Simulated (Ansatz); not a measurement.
# Te2Mo in Ansatz: convergence with k mesh

Aim: find how far k mesh must go before the results for Te2Mo settle, at HSE06. This setting moves, with any that are tied to it; all else stays.

Program: Ansatz 0.2.0. These are calculated values, not measurements. Logs are shortened: lines on timing, memory, paths and dates and some standing lists are left out, and cuts for length are marked.

### 1 Starting point

The cell holds a slab with vacuum, 3 atoms: a = 3.560 Å, b = 3.560 Å, c = 17.524 Å, α = 90.00°, β = 90.00°, γ = 120.00°.

### 2 With k mesh 3 × 3 × 1

input.yaml reads:

```yaml
crystal:
  lattice:
    - [3.560232814, 0.0, 0.0]
    - [-1.780116407, 3.0832520603, 0.0]
    - [0.0, 0.0, 17.52405782]
  atoms:
    - { symbol: Te, position: [0.3333333333, 0.6666666667, 0.10214455] }
    - { symbol: Te, position: [0.3333333333, 0.6666666667, 0.89785545] }
    - { symbol: Mo, position: [0.0, 0.0, 0.0] }
hamiltonian:
  xc: hse06
  pseudopotentials: { kind: paw }
kpoints:
  mp_grid: { grid: [3, 3, 1] }
scf:
  occupations: { method: gaussian, width: 0.1 }
output:
  forces: true
  stress: true
  eigenvalues: true
```

Potentials or basis: Ansatz PAW.

Command:

```
$ ansatz run input.yaml --threads 2 --pin off --max-ram 5632MiB --backend cpu --events-out ev --progress --plain --runs-dir out
```

It took 14 s on 2 threads of Arm Neoverse V2, shared host; peak memory 0.9 GiB.

What came out:

```yaml
Free_energy: -18927.6743 eV
Largest_force: 0.456 eV/Å
Band_gap_on_the_k_mesh: 1.57 eV, direct
```

### 3 With k mesh 4 × 4 × 1

Changes to input.yaml since step 2:

```diff
@@ -13,3 +13,3 @@
 kpoints:
-  mp_grid: { grid: [3, 3, 1] }
+  mp_grid: { grid: [4, 4, 1] }
 scf:
```

Potentials or basis: Ansatz PAW.

Command:

```
$ ansatz run input.yaml --threads 2 --pin off --max-ram 5632MiB --backend cpu --events-out ev --progress --plain --runs-dir out
```

It took 19 s on 2 threads of Arm Neoverse V2, shared host; peak memory 1.2 GiB.

What came out:

```yaml
Free_energy: -18927.5996 eV
Largest_force: 0.298 eV/Å
Band_gap_on_the_k_mesh: 2.24 eV, indirect (least direct gap 2.26 eV)
```

### 4 With k mesh 5 × 5 × 1

Changes to input.yaml since step 3:

```diff
@@ -13,3 +13,3 @@
 kpoints:
-  mp_grid: { grid: [4, 4, 1] }
+  mp_grid: { grid: [5, 5, 1] }
 scf:
```

Command:

```
$ ansatz run input.yaml --threads 2 --pin off --max-ram 5632MiB --backend cpu --events-out ev --progress --plain --runs-dir out
```

Run time: 28 s. Hardware: 2 threads of Arm Neoverse V2, shared host; peak memory 1.5 GiB.

What came out:

```
Free energy            : -18927.5478 eV
Largest force          : 0.298 eV/Å
Band gap on the k mesh : 1.92 eV, direct
```

### 5 With k mesh 6 × 6 × 2

Changes to input.yaml since step 4:

```diff
@@ -13,3 +13,3 @@
 kpoints:
-  mp_grid: { grid: [5, 5, 1] }
+  mp_grid: { grid: [6, 6, 2] }
 scf:
```

Command:

```
$ ansatz run input.yaml --threads 2 --pin off --max-ram 5632MiB --backend cpu --events-out ev --progress --plain --runs-dir out
```

Run time: 70 s. Hardware: 2 threads of Arm Neoverse V2, shared host; peak memory 3.5 GiB.

Results:

```yaml
Free_energy: -18927.5507 eV
Largest_force: 0.292 eV/Å
Band_gap_on_the_k_mesh: 1.46 eV, direct
```

### 6 With k mesh 8 × 8 × 2

Changes to input.yaml since step 5:

```diff
@@ -13,3 +13,3 @@
 kpoints:
-  mp_grid: { grid: [6, 6, 2] }
+  mp_grid: { grid: [8, 8, 2] }
 scf:
```

Potentials or basis: Ansatz PAW.

Command:

```
$ ansatz run input.yaml --threads 2 --pin off --max-ram 5632MiB --backend cpu --events-out ev --progress --plain --runs-dir out
```

It took 2.1 min on 2 threads of Arm Neoverse V2, shared host; peak memory 3.2 GiB.

The run converged. Its results:

* Free energy: -18927.5520 eV
* Largest force: 0.296 eV/Å
* Band gap on the k mesh: 1.70 eV, direct

### 7 With k mesh 10 × 10 × 2

Changes to input.yaml since step 6:

```diff
@@ -13,3 +13,3 @@
 kpoints:
-  mp_grid: { grid: [8, 8, 2] }
+  mp_grid: { grid: [10, 10, 2] }
 scf:
```

Command:

```
$ ansatz run input.yaml --threads 2 --pin off --max-ram 5632MiB --backend cpu --events-out ev --progress --plain --runs-dir out
```

Run time: 3.3 min. Hardware: 2 threads of Arm Neoverse V2, shared host; peak memory 4.5 GiB.

Results (log left out):

```yaml
Free_energy: -18927.5522 eV
Largest_force: 0.296 eV/Å
Band_gap_on_the_k_mesh: 1.65 eV, direct
```

### 8 With k mesh 12 × 12 × 2

Changes to input.yaml since step 7:

```diff
@@ -13,3 +13,3 @@
 kpoints:
-  mp_grid: { grid: [10, 10, 2] }
+  mp_grid: { grid: [12, 12, 2] }
 scf:
```

Potentials or basis: Ansatz PAW.

Command:

```
$ ansatz run input.yaml --threads 2 --pin off --max-ram 5632MiB --backend cpu --events-out ev --progress --plain --runs-dir out
```

The program printed:

```text
Warning: output.stress: scf.convergence.dr2_threshold = 1e-7 eV (the SCF's general default) is looser than the 3e-10 eV advised for a printed stress (1e-10 eV for each atom of the cell: 3). What an SCF threshold leaves in a stress goes as its square root, and in the free energy as the threshold itself, and one threshold admits the most on a small cell: of the crystals measured, under no hybrid functional and no lock of the moments, on runs that ended without the residual-converged pass, on stresses that held no estimate of that error, the worst erred by over 100 MPa in a component at 1e-7 eV an atom and by under 5 at 1e-10. Set scf.convergence.dr2_threshold to 3e-10 eV or tighter. The threshold is an SCF's pass mark: one that does not reach it within its budget of iterations ends unconverged, or closes short of it on a stop that the run arms, and scf.convergence.dr2_threshold's page says what that costs each kind of run
Warning: output.stress: scf.exx.energy_threshold = 1e-6 eV is looser than the 3e-8 eV advised for a stress under a hybrid functional (1e-8 eV for each atom of the cell: 3). Every SCF of the exchange loop can meet its threshold on dr2 while the loop round them stops early: no threshold on dr2 bounds what that leaves in the stress. Set scf.exx.energy_threshold to 3e-8 eV or tighter. The threshold is the loop's pass mark: a loop that does not reach it within its budget of cycles ends unconverged, and scf.exx.energy_threshold's page has the law
Warning: RAYON_NUM_THREADS=2 ignored (pool sized by the plan → 2); use --threads N
Engine: ansatz 0.2.0, aarch64-unknown-linux-gnu
Pseudopotentials: kind: paw
Pseudopotential: Te, paw, valence charge 16, recommended cutoff 420 eV (normal), Te.paw.azcp
Pseudopotential: Mo, paw, valence charge 14, recommended cutoff 420 eV (normal), Mo.paw.azcp
Functional definition: HSE06
  parameter a = 0.25
  parameter omega = 0.11/bohr
  exchange = pbe_x - a*pbe_x_sr(omega) + a*exact_x_sr(omega)
  correlation = pbe_c
Crystal: 3 atoms, lattice volume = 192.363 Å³
Basis set: ecut = 420 eV, 3701 PW (Γ), exchange–correlation on 48×48×240 points (8 copies of the dense FFT grid, shifted against one another)
Bands: 28, of which v1, the nominal top of the filled ones, is band 23 counted from 1 (22 counted from 0)
Symmetry: 12 space group operations
Space group: P-6m2 (ITA 187), of the structure as read, at distance tolerance 5.8e-5 Å
k-points: 38 of 288 (time reversal used)
Non-local potential: Te, projectors of the file, l = 0: 2, l = 1: 2, l = 2: 2, l = 3: 2
Non-local potential: Mo, projectors of the file, l = 0: 3, l = 1: 2, l = 2: 2, l = 3: 1
PAW form: soft (Blöchl's): semilocal exchange-correlation on the pseudo side does not see the compensation charge
PAW frozen core: Te, regenerated for the run's functional, and the local potential with it (the file was generated under x = pbe(κ = 0.804, μ = 0.2195149727645171), c = pbe(β = 0.06672455060314922))
PAW frozen core: Mo, regenerated for the run's functional, and the local potential with it (the file was generated under x = pbe(κ = 0.804, μ = 0.2195149727645171), c = pbe(β = 0.06672455060314922))
PAW one-centre angular grid: Te, 590 points (default); XC on 64 Gauss nodes
PAW one-centre angular grid: Mo, 590 points (default); XC on 64 Gauss nodes
Initial density: superposition of atomic densities (neutral atoms: chi_scale 0, normalization atom), corrected by the library's trained network
Initial wavefunctions: pseudopotential atomic-orbital guess
Functional: x = pbe(κ = 0.804, μ = 0.2195149727645171), c = pbe(β = 0.06672455060314922), warm-up for x = pbe(κ = 0.804, μ = 0.2195149727645171) + 0.25 (exact − pbe) at short range (hse, ω = 0.20786987370883472 Å⁻¹), c = pbe(β = 0.06672455060314922); HSE06 as pw.x's `hse` composes it (authors' and Libxc's form: `xc: wpbeh`)
SCF iter   1: F=—  HF=-18916.719689 eV  |F-HF|=—  |Δ(HF+E_count)|=         —  Δρ=3.01e-3  dr2=6.39e-3  ethr=1.77e-3  ⟨swp⟩=9.5  Hψ=4345  notcnv=0
preconditioner: auto → none  [insulator: Δε(μ)=1.063 eV  Ē_g=7.198 eV  σ=0.100 eV  W_gap=1.00  n_scr=28 (ndim 8)  ℏωp=11.4 eV  f_vac=0.584  D(μ)=0.00/eV (n_scr^D=0)]
SCF iter   2: F=—  HF=-18916.727240 eV  |F-HF|=—  |Δ(HF+E_count)|=   7.55e-3  Δρ=1.75e-3  dr2=7.38e-3  ethr=1.39e-5  ⟨swp⟩=3.4  Hψ=2789  notcnv=0  defer=11
SCF iter   3: F=—  HF=-18916.731933 eV  |F-HF|=—  |Δ(HF+E_count)|=   4.69e-3  Δρ=2.30e-3  dr2=3.60e-2  ethr=1.39e-5  ⟨swp⟩=4.2  Hψ=2425  notcnv=0  defer=6  recentre
SCF iter   4: F=—  HF=-18916.727488 eV  |F-HF|=—  |Δ(HF+E_count)|=   4.44e-3  Δρ=1.14e-3  dr2=7.33e-4  ethr=1.39e-5  ⟨swp⟩=3.9  Hψ=2273  notcnv=0  defer=3
SCF iter   5: F=-18916.728847 eV  HF=-18916.728621 eV  |F-HF|=2.26e-4  |Δ(HF+E_count)|=   1.13e-3  Δρ=4.45e-4  dr2=1.03e-4  ethr=1.59e-6  ⟨swp⟩=3.2  Hψ=2191  notcnv=0  defer=8
SCF 1 stopped early in 5 iterations: F = -18916.728847 eV  dr2 = 1.03e-4
[... 18 lines left out ...]
Frozen-core exchange: fock
SCF iter   1: F=—  HF=-18927.552155 eV  |F-HF|=—  |Δ(HF+E_count)|=         —  Δρ=2.77e-5  dr2=2.38e-6  ethr=1.18e-6  ⟨swp⟩=5.4  Hψ=2257  notcnv=0
preconditioner: auto → none  [insulator: Δε(μ)=1.453 eV  Ē_g=8.288 eV  σ=0.100 eV  W_gap=1.00  n_scr=28 (ndim 8)  ℏωp=11.4 eV  f_vac=0.583  D(μ)=0.00/eV (n_scr^D=0)]
SCF iter   2: F=—  HF=-18927.552155 eV  |F-HF|=—  |Δ(HF+E_count)|=   1.95e-7  Δρ=1.44e-5  dr2=2.89e-7  ethr=4.91e-9  ⟨swp⟩=4.0  Hψ=2963  notcnv=0
SCF iter   3: F=—  HF=-18927.552155 eV  |F-HF|=—  |Δ(HF+E_count)|=   4.25e-7  Δρ=5.40e-6  dr2=1.25e-7  ethr=4.69e-10  ⟨swp⟩=4.5  Hψ=2632  notcnv=0  defer=11
SCF iter   4: F=—  HF=-18927.552155 eV  |F-HF|=—  |Δ(HF+E_count)|=   1.92e-8  Δρ=6.43e-7  dr2=2.16e-9  ethr=2.53e-10  ⟨swp⟩=3.2  Hψ=2088  notcnv=0  defer=10
SCF iter   5: F=-18927.552155 eV  HF=-18927.552155 eV  |F-HF|=2.06e-9  |Δ(HF+E_count)|=   1.02e-8  Δρ=8.05e-7  dr2=2.52e-9  ethr=1.45e-12 (applied; sched 1.35e-12)  ⟨swp⟩=4.6  Hψ=3847  notcnv=0  defer=13
SCF 3 converged in 5 iterations: F = -18927.552155 eV  dr2 = 2.52e-9
  Residual-converged pass: ⟨swp⟩=2.6  Hψ=1898  notcnv=0  max |occ|·‖R‖ = 5.4e-7 eV (tolerance 5.4e-7 eV)  dr2=2.52e-9  dr2_onsite=6.06e-11  max |Δocc| = 6.4e-33
hybrid outer 2: dexx = +6.764e-7 eV, tail = 1.97e-8 eV, Δε = 1.28e-3 eV (about 3.88e-5 eV left of the loop's levels), ΔF = 3.01e-3 eV/Å (tail 6.30e-4)
hybrid SCF converged: 2 outer / 12 inner (+5 warm-up), last move |dexx| = 6.76e-7 eV, tail = 1.97e-8 eV
Stability not checked: this state was not tested for a lower state beside it, because the functional holds exact exchange (a hybrid, or Hartree-Fock), whose exchange loop this test does not read (fock_operator; see scf.lower_state_search)
Free energy (F): -18927.552155 eV
Frozen-core exchange: fock
Harris-Foulkes:  -18927.552155 eV  (|F-HF|=2.06e-9)
Internal energy: -18927.552155 eV  (E = F + TS)
E sigma→0 (E₀):  -18927.552155 eV
Fermi energy:    2.207117 eV
--- Per-component energies (eV) ---
  E_band       = -1151.733842
  E_kinetic    = 801.081166
  E_local      = -27245.996473  (includes V_loc(G=0)·N_el)
  E_nonlocal   = -481.028142
  E_hartree    = 13605.264606
  E_xc         = -347.364631
  E_vxc        = -349.528823  (∫ρ·V_xc dr)
  E_exx        = -132.210422  (= α·E_x^exact, valence–valence)
  E_paw        = -12489.736224  (= ΣΔE_a)
  E_vpaw       = -822.366230  (= ΣTr[D̂ρ^β])
  E_aug_tail   = -0.000323  (compensation charges beyond the density's cutoff)
  E_ewald      = 7363.238951
  E_core_change = -0.800663  (= ΣΔE_core)
  E_smearing   = -0.000000  (= −TS)
  E_closure    = -0.000000  (closes the sum)
  Σ components = -18927.552155   (vs F -18927.552155, Δ=3.64e-12)
--- Forces (eV/Å), atoms counted from 1 ---
  atom   1  Te     0.00000000    -0.00000000    -0.29583042
  atom   2  Te     0.00000000    -0.00000000     0.29583042
  atom   3  Mo     0.00000000     0.00000000     0.00000000
  max |Σ_I F_I| component: 6.94e-17 eV/Å
--- Stress (GPa, compression-positive) ---
       -1.178059       0.000000       0.000000
       -0.000000      -1.178059       0.000000
        0.000000       0.000000      -0.883766
  P = ⅓ Tr σ = -1.0800 GPa (-10.800 kbar)
--- Band table (eV; the first three rows and the last of 38) ---
  k-point 0: bands = ["-63.2446", "-37.5474", "-37.5474", "-37.5333", "-37.5333", "-37.4672", "-37.4672", "-37.4526", "-37.4526", "-37.4374", "-37.4265", "-35.9808", "-35.8328", "-35.8328", "-12.3906", "-11.2792", "-4.0822", "-0.5475", "-0.5475", "-0.4236", "0.4122", "0.4122", "1.0065", "5.1126", "5.1126", "5.4517", "5.4517", "6.1070"]
  k-point 1: bands = ["-63.2446", "-37.5474", "-37.5474", "-37.5333", "-37.5333", "-37.4672", "-37.4672", "-37.4526", "-37.4526", "-37.4374", "-37.4265", "-35.9808", "-35.8328", "-35.8328", "-12.3906", "-11.2792", "-4.0822", "-0.5475", "-0.5475", "-0.4236", "0.4122", "0.4122", "1.0065", "5.1126", "5.1126", "5.4517", "5.4517", "6.2752"]
  k-point 2: bands = ["-63.2439", "-37.5466", "-37.5458", "-37.5347", "-37.5320", "-37.4679", "-37.4675", "-37.4550", "-37.4528", "-37.4368", "-37.4257", "-35.9753", "-35.8445", "-35.8350", "-12.2861", "-11.2085", "-3.9670", "-0.7771", "-0.6607", "-0.4570", "0.2694", "0.5296", "0.9880", "4.7129", "4.8739", "5.2136", "5.2228", "6.2712"]
  k-point 37: bands = ["-63.2323", "-37.5549", "-37.5282", "-37.5217", "-37.5206", "-37.4922", "-37.4755", "-37.4590", "-37.4588", "-37.4312", "-37.4140", "-35.9691", "-35.9275", "-35.8904", "-9.9044", "-9.6257", "-3.5587", "-3.4175", "-2.7242", "-1.8869", "-1.7877", "-0.5176", "1.4807", "2.9336", "3.9449", "4.6121", "6.3023", "7.1885"]
```

Wall time 5.2 min (2 threads of Arm Neoverse V2, shared host); peak memory 4.8 GiB.

What came out:

```yaml
Free_energy: -18927.5522 eV
Largest_force: 0.296 eV/Å
Band_gap_on_the_k_mesh: 1.45 eV, direct
```

### 9 With k mesh 14 × 14 × 3

Changes to input.yaml since step 8:

```diff
@@ -13,3 +13,3 @@
 kpoints:
-  mp_grid: { grid: [12, 12, 2] }
+  mp_grid: { grid: [14, 14, 3] }
 scf:
```

Potentials or basis: Ansatz PAW.

Command:

```
$ ansatz run input.yaml --threads 2 --pin off --max-ram 5632MiB --backend cpu --events-out ev --progress --plain --runs-dir out
```

Run time: 10 min. Hardware: 2 threads of Arm Neoverse V2, shared host.

The run was cut off at its time limit.

### 10 Result

```tsv
k mesh	energy less the tightest run, at zero smearing (meV/atom)	largest force (eV/Å)	gap on the mesh (eV)	SCF cycles	CPU time (s)	peak memory (GiB)
3 × 3 × 1	-40.72	0.456	1.568	19	26	0.9
4 × 4 × 1	-15.80	0.298	2.240	17	36	1.2
5 × 5 × 1	1.44	0.298	1.924	19	53	1.5
6 × 6 × 2	0.50	0.292	1.458	17	140	3.5
8 × 8 × 2	0.06	0.296	1.696	18	240	3.2
10 × 10 × 2	-0.01	0.296	1.654	17	380	4.5
12 × 12 × 2	0.00	0.296	1.453	17	610	4.8
14 × 14 × 3	timed out after 630 s	-	-	-	-	-
```

Against the tightest run, the energy stays within 1 meV/atom from 6 × 6 × 2 on; the largest force stays within 0.005 eV/Å from 4 × 4 × 1 on. Not settled before the last step: the gap on the mesh (to 0.01 eV). Meshes of other sizes hit other points, so gaps and Fermi surfaces needn't settle smoothly. The tightest run that finished is the yardstick and may itself not be fully converged.

Caveats: spin-orbit coupling is left out, which moves the levels of the heavy elements; the PAW data sets come from PBE, with cores solved anew for the run's functional, which leaves a small shift of forces and pressure; the thresholds are loose for stress.
